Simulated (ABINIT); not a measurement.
Here is an ABINIT 10.8.3 (patched build) calculation.

Contents of run.abi:

```
ndtset 2

pp_dirpath "./"
pseudos "Hg.GGA_PBE-JTH.xml, Te.GGA_PBE-JTH.xml"

acell 3*1.0
rprim
    -5.7553555543     5.7553555543     2.9468578160
     5.7553555543    -5.7553555543     2.9468578160
     5.7553555543     5.7553555543    -2.9468578160
ntypat 2
znucl 80 52
natom 2
typat 1 2
xcart
     0.0000000000     5.7553555543     1.4734289080
     0.0000000000     0.0000000000     0.0000000000

ecut 19.0
pawecutdg 38.0
pawxcdev 0

ixc -116133

occopt 3
tsmear 0.05 eV

nstep 100

iomode 3
prtwf 0
prteig 0
prtebands 0
enunit 1
prtden1 1
prtvha1 1
prtvclmb1 1
prtpot1 1

kptopt1 1
ngkpt1 10 10 10
nshiftk1 1
shiftk1 0.0 0.0 0.0
nband1 13
tolvrs1 1.0e-9

iscf2 -2
getden2 1
nband2 19
nbdbuf2 4
tolwfr2 1.0e-11
kptopt2 -8
ndivsm2 5
prteig2 1
prtvol2 -3
kptbounds2
     0.0000000000     0.0000000000     0.0000000000
     0.0000000000     0.0000000000     0.5000000000
    -0.5000000000     0.5000000000     0.5000000000
     0.0000000000     0.0000000000     0.0000000000
     0.3155411497     0.3155411497    -0.3155411497
     0.2500000000     0.2500000000     0.2500000000
     0.0000000000     0.5000000000     0.0000000000
    -0.3155411497     0.6844588503     0.3155411497
    -0.5000000000     0.5000000000     0.5000000000
```

Potentials or basis: JTH PAW PBE v2.0.

Command:

```console
$ abinit run.abi > log 2>&1
```

Q: Predict the band gap on the k mesh.

A: None (metal or under the smearing width).

Q: What does it give for the pressure?

A: -3.3 GPa.

Levels at the corners of the path, in eV from the Fermi level:
```tsv
point	band 5	band 6	band 7	band 8	band 9	band 10	band 11	band 12	band 13	band 14
Γ	-6.15	-6.15	-3.46	-2.38	-2.38	3.56	4.64	7.01	7.01	9.63
X	-6.12	-6.09	-6.03	-0.83	1.54	1.94	2.92	3.49	9.27	10.73
M	-6.12	-6.09	-4.39	-4.29	-4.29	3.23	7.54	8.04	8.04	12.66
Γ	-6.15	-6.15	-3.46	-2.38	-2.38	3.56	4.64	7.01	7.01	9.63
Z	-6.35	-5.98	-3.69	-2.14	-2.14	-2.08	4.04	5.75	5.75	9.65
P	-6.40	-6.22	-4.48	-2.78	-1.76	2.25	3.15	5.49	6.05	7.86
N	-6.37	-6.14	-4.48	-1.89	-1.04	-0.15	3.24	3.83	5.97	8.35
Z1	-6.35	-5.98	-3.69	-2.14	-2.14	-2.08	4.04	5.75	5.75	9.65
M	-6.12	-6.09	-4.39	-4.29	-4.29	3.23	7.54	8.04	8.04	12.66
```

Caveat: the PAW data sets were made with another functional, which shifts forces and pressure a little; spin-orbit coupling is left out, which moves the levels of the heavy elements.
